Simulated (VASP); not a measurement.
Set up this calculation in VASP 6.6.1, as the native input.

* Task: relaxation of shape and atoms at fixed volume
* Functional: PBE
* Dispersion: D3(BJ)
* Potentials or basis: VASP PAW PBE potentials, release 64 (Ti_sv)
* Cutoff: 600 eV
* k mesh: 15 × 15 × 8
* Occupations: methfessel-paxton, width 0.1 eV
* Spin: no spin polarisation
* Further INCAR settings: ALGO = Normal; EDIFF = 1e-07; IBRION = 2; EDIFFG = -0.01; NSW = 40; ISIF = 4

The structure of Ti lies in POSCAR:

```
Ti                                      
1.0
    2.9431238870      0.0000000000      0.0000000000
   -1.4715619435      2.5488200527      0.0000000000
   -0.0000000000     -0.0000000000      4.6502745548
  Ti            
     2
Direct
     0.3333333332999970    0.6666666667000030    0.2500000000000000
     0.6666666667000030    0.3333333332999970    0.7500000000000000
```

The cell isn't the ideal one: a relaxed cell with its volume scaled by 1.06.

One way to write it, as run:

INCAR

```
PREC = Accurate
ENCUT = 600
EDIFF = 1E-7
ISMEAR = 1
SIGMA = 0.1
LREAL = False
LASPH = True
NELM = 80
ALGO = Normal
ISIF = 4
LWAVE = False
LCHARG = False
GGA = PE
IVDW = 12
IBRION = 2
NSW = 40
EDIFFG = -0.01
```

KPOINTS

```
Automatic mesh
0
Gamma
  15 15 8
```

Potentials or basis: VASP PAW PBE potentials, release 64 (Ti_sv).

Launch:

```console
$ cat potpaw_PBE.64/Ti_sv/POTCAR > POTCAR
$ mpirun -np 1 vasp_std > vasp.out
```

Results of the run:

| Property | Result |
| --- | --- |
| Pressure after relaxing | -6.3 GPa |
| Band gap on the k mesh | none (metal or under the smearing width) |
| Dispersion energy per atom | -0.599 eV |

Caveat: the relaxation stopped at its first step, so nothing moved; pairwise dispersion overbinds metals, which lowers pressure and volume.

Wall time 55 s on 1 thread of Intel(R) Xeon(R) Platinum 8488C (Sapphire Rapids), with other jobs on the host, peak memory 0.22 GiB.
